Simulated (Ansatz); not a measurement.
## CaSe, space group Fm-3m: a band structure, step by step

Computed with the Ansatz DFT code, driven from Python.

Interactive session:
```pycon
>>> import warnings
>>> import ansatz as az
>>> import numpy as np
>>> WIDTH_EV = 0.05
>>> FUNCTIONAL = "lda"
>>> MAX_SCF = 200
>>> K_SPACING = 0.52
>>> N_EMPTY = 8
>>> warnings.simplefilter("ignore", az.DeckWarning)
>>> structure = (
...     az.Lattice.of([0.0, 2.956, 2.956], [2.956, 0.0, 2.956], [2.956, 2.956, 0.0])
...     .atom("Ca", [0.0, 0.0, 0.0])
...     .atom("Se", [0.5, 0.5, 0.5])
... )
>>> # high-symmetry points in fractions of the reciprocal vectors
>>> path = [
...     ("K", (0.375, 0.375, 0.75)),
...     ("G", (0.0, 0.0, 0.0)),
...     ("L", (0.5, 0.5, 0.5)),
...     ("W", (0.5, 0.25, 0.75)),
...     ("X", (0.5, 0.0, 0.5)),
... ]
>>> job = (
...     structure.calculation()
...     .accuracy("medium")  # preset for grids and thresholds
...     .occupations(az.OccupationsMethod.COLD, width=WIDTH_EV)  # the run then minimises F = E - TS
...     .functional(FUNCTIONAL)
...     .scf(max_iterations=MAX_SCF)
...     .kpoints(spacing=K_SPACING)  # sampling of the Brillouin zone
...     .band_structure([point for _, point in path], intervals=4)
...     .scf(extra_bands=N_EMPTY)
...     .band_table()
...     .density()  # keep the density on its grid
... )
>>> done = job.run(threads=1)

>>> report = done.report
>>> {key: value for key, value in report.items() if isinstance(value, (int, float)) and "ev" in key}
{'gap_by_band_count_ev': 1.8627075962941628, 'fermi_energy_ev': 7.807017314177853, 'harris_foulkes_ev': -7160.04169950245, 'free_energy_ev': -7160.041699501629, 'internal_energy_ev': -7160.041699501629, 'lagrangian_ev': -7160.041699501629, 'energy_sigma0_ev': -7160.041699501629, 'lagrangian_sigma0_ev': -7160.041699501629, 'lagrangian_above_aufbau_ev': 7.440779352473289e-153, 'entropy_ts_ev': -5.450169182856529e-154, 'loop_fermi_energy_ev': 7.807017314178533, 'occupations_fermi_energy_ev': 7.807017314177853}
>>> report["kpoints_frac"][:4]
[[0.0, 0.0, 0.0], [0.0, 0.0, 0.25], [0.0, 0.0, -0.5], [0.0, 0.25, 0.25]]
>>> report["n_electrons"]
26.0
>>> for key in ("converged", "n_iterations", "n_electrons", "n_kpoints", "n_pw", "n_symmetry_ops", "free_energy_ev", "fermi_energy_ev"):
...     print(f"{key:18s} {report[key]}")
...
converged          True
n_iterations       6
n_electrons        26.0
n_kpoints          8
n_pw               965
n_symmetry_ops     48
free_energy_ev     -7160.041699501629
fermi_energy_ev    7.807017314177853
>>> # the band energy is the weighted sum of filled levels
>>> eps, occ = np.array(report["eigenvalues_ev"]), np.array(report["occupations"])
>>> wk = np.tile(report["kweights"], len(eps) // len(report["kweights"]))
>>> print(f"sum of w f eps = {wk @ (eps * occ).sum(axis=1):.4f} eV, reported band energy {report['components']['e_band']:.4f} eV")
sum of w f eps = -518.0442 eV, reported band energy -518.0442 eV
>>> rho = done.density()
>>> total = sum(ch.density_e_per_ang3 for ch in rho.channels[:2]) if len(rho.channels) < 3 else rho.channels[0].density_e_per_ang3
>>> print("grid", rho.dims, "electrons", round(float(total.mean() * rho.cell_volume_ang3), 4))
grid (30, 30, 30) electrons 26.0
>>> print(f"density range {total.min():.4f} to {total.max():.4f} e/A^3")
density range 0.0257 to 45.3145 e/A^3
>>> print(np.array2string(total[:: max(rho.dims[0] // 8, 1), :: max(rho.dims[1] // 8, 1), 0], precision=3, suppress_small=True))
[[6.944 4.735 0.884 0.102 0.052 0.054 0.052 0.102 0.884 4.735]
 [4.735 1.584 0.196 0.062 0.06  0.06  0.062 0.196 1.584 4.735]
 [0.884 0.196 0.07  0.066 0.071 0.066 0.07  0.196 0.884 1.584]
 [0.102 0.062 0.066 0.077 0.077 0.066 0.062 0.102 0.196 0.196]
 [0.052 0.06  0.071 0.077 0.071 0.06  0.052 0.062 0.07  0.062]
 [0.054 0.06  0.066 0.066 0.06  0.054 0.06  0.066 0.066 0.06 ]
 [0.052 0.062 0.07  0.062 0.052 0.06  0.071 0.077 0.071 0.06 ]
 [0.102 0.196 0.196 0.102 0.062 0.066 0.077 0.077 0.066 0.062]
 [0.884 1.584 0.884 0.196 0.07  0.066 0.071 0.066 0.07  0.196]
 [4.735 4.735 1.584 0.196 0.062 0.06  0.06  0.062 0.196 1.584]]
>>> bands = done.band_structure()
>>> fermi = bands.fermi_energy_ev
>>> print(f"zero of the bands: {fermi:.3f} eV, the Fermi level found on the SCF mesh")
zero of the bands: 7.807 eV, the Fermi level found on the SCF mesh
>>> for spin, channel in enumerate(bands.channels):
...     levels = channel.eigenvalues_ev - fermi
...     crossing = [b for b in range(levels.shape[1]) if levels[:, b].min() < 0 < levels[:, b].max()]
...     print(f"channel {spin}: bands that cross the Fermi level on this path:", [b + 1 for b in crossing] or "none")
...     shown = crossing or sorted(np.argsort(np.abs(levels).min(axis=0))[:2])
...     for k, row in zip(bands.kpoints_frac, levels[:, shown]):
...         print(f"{k[0]:7.3f} {k[1]:7.3f} {k[2]:7.3f}  ", " ".join(f"{e:8.3f}" for e in row))
...
channel 0: bands that cross the Fermi level on this path: none
  0.375   0.375   0.750     -2.099    2.151
  0.281   0.281   0.562     -2.175    3.746
  0.188   0.188   0.375     -1.914    3.151
  0.094   0.094   0.188     -1.276    2.685
  0.000   0.000   0.000     -0.967    2.120
  0.125   0.125   0.125     -1.215    2.451
  0.250   0.250   0.250     -1.688    2.582
  0.375   0.375   0.375     -2.058    2.968
  0.500   0.500   0.500     -2.193    3.397
  0.500   0.438   0.562     -2.191    3.397
  0.500   0.375   0.625     -2.229    3.355
  0.500   0.312   0.688     -2.410    3.303
  0.500   0.250   0.750     -2.680    3.283
  0.500   0.188   0.688     -2.582    2.469
  0.500   0.125   0.625     -2.328    1.706
  0.500   0.062   0.562     -2.042    1.126
  0.500   0.000   0.500     -1.912    0.896
```

These settings explore the input space; cutoff and mesh may be short of convergence. Semilocal gaps usually lie well under measured ones. The k-point mesh is coarse, and energy and stress weren't tested for convergence. Only differences from the Fermi energy are physical; the zero of the scale is a convention. Of the deposited cell: the entry's cell lengths or inner coordinates differ somewhat from later room-temperature determinations. In a crystal with a gap the Fermi level's place inside it depends on smearing and mesh. The fields are valence quantities on the plane-wave grid; their values near the nuclei depend on the potentials. The starting cell is as deposited in a crystallographic database; the results hold for this polymorph, which needn't be the stable one. Levels are Kohn-Sham eigenvalues on this mesh, without spin-orbit coupling. The whole script took 1.5 s on 1 thread of Arm Neoverse V1, with other jobs on the host, peak memory 0.34 GiB.

(Lines on the test bed's own set-up are left out of the output.)
